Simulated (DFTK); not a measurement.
## KI under changes of volume

One of the cells (44.091 Å³/atom); the others are scaled copies at fixed shape and fractional positions:

```xyz
2
Lattice="0.0000 3.5328 3.5328 3.5328 0.0000 3.5328 3.5328 3.5328 0.0000" Properties=species:S:1:pos:R:3 pbc="T T T"
I     3.5328    3.5328    3.5328
K     0.0000    0.0000    0.0000
```

- Program: DFTK 0.8.2
- Functional: PBE
- Potentials or basis: dojo.nc.sr.pbe.v0_4_1.standard.upf (PBE)
- Cutoff: 1007 eV
- k mesh: 7 × 7 × 7
- Occupations: fermi-dirac, width 0.05 eV
- Spin: no spin polarisation

```csv
volume (Å³/atom),energy over the lowest point (meV/atom),pressure (GPa),gap on the mesh (eV)
41.445,?,?,?
42.327,13.23,1.2,4.06
43.209,7.63,0.9,4.01
44.091,3.68,0.6,3.96
44.973,1.19,0.3,3.92
45.854,0.01,0.1,3.87
46.736,0.00,-0.1,3.83
```

**Question.** What does the run at 41.445 Å³/atom give?

**Answer.** Energy over the lowest point 20.66 meV/atom; pressure 1.5 GPa; gap on the mesh 4.11 eV.

Worked out: A Birch-Murnaghan fit of order 3 (a polynomial in V^(-2/3)) to the other rows has its minimum at 46.30 Å³/atom with B0 = V·E''(V) = 10.5 GPa and B' = 4.9. It gives 20.67 meV/atom at 41.445 Å³/atom, against the run's 20.66, and -dE/dV = 1.5 GPa, against 1.5. A straight line through the other rows of the gap, of slope -2.32 eV per unit of ln V (its deformation potential), extrapolates to 4.11 eV, against the run's 4.11.

Energies are extrapolated to zero smearing.

Caveats: spin-orbit coupling is left out, which moves the levels of the heavy elements; an odd mesh through Γ misses points on the zone boundary, where band edges often lie (some runs).
